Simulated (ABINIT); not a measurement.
Crystal: Nb.

```
CELL_PARAMETERS angstrom
0.00000 2.11500 2.11500
2.11500 0.00000 2.11500
2.11500 2.11500 0.00000
ATOMIC_POSITIONS crystal
Nb 0.00000 0.00000 0.00000
```

This isn't the form of Nb at room conditions, which is bcc.

- Program: ABINIT 10.8.3 (patched build)
- Task: single point
- Functional: PBE
- Potentials or basis: JTH PAW PBE v2.0
- Cutoff: 435 eV
- k mesh: 11 × 11 × 11
- Occupations: fermi-dirac, width 0.05 eV
- Spin: no spin polarisation

On this cell: pressure -2.4 GPa; band gap on the k mesh none (metal or under the smearing width).

The same run follows on a disturbed copy (cell strained at random at fixed volume):

```
Nb
1.0
    -0.04103    2.19338    2.10885
     2.04640    0.04981    2.01800
     2.12625    2.18239   -0.03004
Nb
1
Direct
  0.03008 0.99603 0.99978
```

Q: What does the disturbed cell give?

A: The energy (extrapolated to zero smearing) moves by -19.1 meV/atom; pressure -2.7 GPa; band gap on the k mesh none (metal or under the smearing width).

Stress tensor (GPa, compression positive):
```
-3.36  0.43 -1.81
 0.43  1.93  0.98
-1.81  0.98 -6.75
```

The energy falls, though the first cell shows no forces: that form is unstable against this distortion, unless noise or another electronic state is at work.
